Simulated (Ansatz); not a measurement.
ZnS (started from an entry of an open crystallographic database), relaxed with r2SCAN in Ansatz 0.2.0. It is cubic, F-43m (No. 216); conventional cell a = 5.388 Å, 19.55 Å³ an atom. Zn has 4 S at 2.33 Å; S has 4 Zn at 2.33 Å.

The axes x, y and z are those of this cell:
```
CELL_PARAMETERS angstrom
0.00000 2.69410 2.69410
2.69410 0.00000 2.69410
2.69410 2.69410 0.00000
ATOMIC_POSITIONS crystal
Zn 0.25000 0.25000 0.25000
S 0.00000 0.00000 0.00000
```

Unstrained: The PBE gap is direct at Γ: 2.147 eV. r2SCAN gives a direct gap of 2.705 eV at Γ. With HSE06 the gap is 3.378 eV and direct, at Γ. Meshes: PBE 8×8×8, r2SCAN 8×8×8, HSE06 6×6×6. Strains are changes of length per length, and xy shears are angles. After each strain the atoms were relaxed again with r2SCAN within the symmetry that the strain leaves, so tilts or polar shifts that break it weren't tested; points keep the names that they have in the unstrained zone. No spin polarisation and no zero-point or thermal motion.

(1) Estimate what xy shear, engineering strain (angle) +5.73 % does to the gap.

(2) Estimate what isotropic -2.78 % on every length does to the gap.

Results:

(1) PBE: the gap goes from 2.147 to 1.942 eV (-0.205 eV); with r2SCAN the top three valence levels at Γ, degenerate before, become 1+1+1 from the top over 316 meV. r2SCAN: the gap goes from 2.705 to 2.488 eV (-0.217 eV). HSE06: the gap goes from 3.378 to 3.155 eV (-0.223 eV). The r2SCAN energy rises by 10.1 meV an atom.

(2) PBE: the gap goes from 2.147 to 2.523 eV (+0.376 eV). r2SCAN: the gap goes from 2.705 to 3.103 eV (+0.398 eV). HSE06: the gap goes from 3.378 to 3.784 eV (+0.406 eV). The r2SCAN energy rises by 37.2 meV an atom.

The meshes of the hybrids are coarse, so their gaps aren't converged to the digits shown.

The splittings at Γ are without spin-orbit coupling, which regroups them where it is of like size or larger.
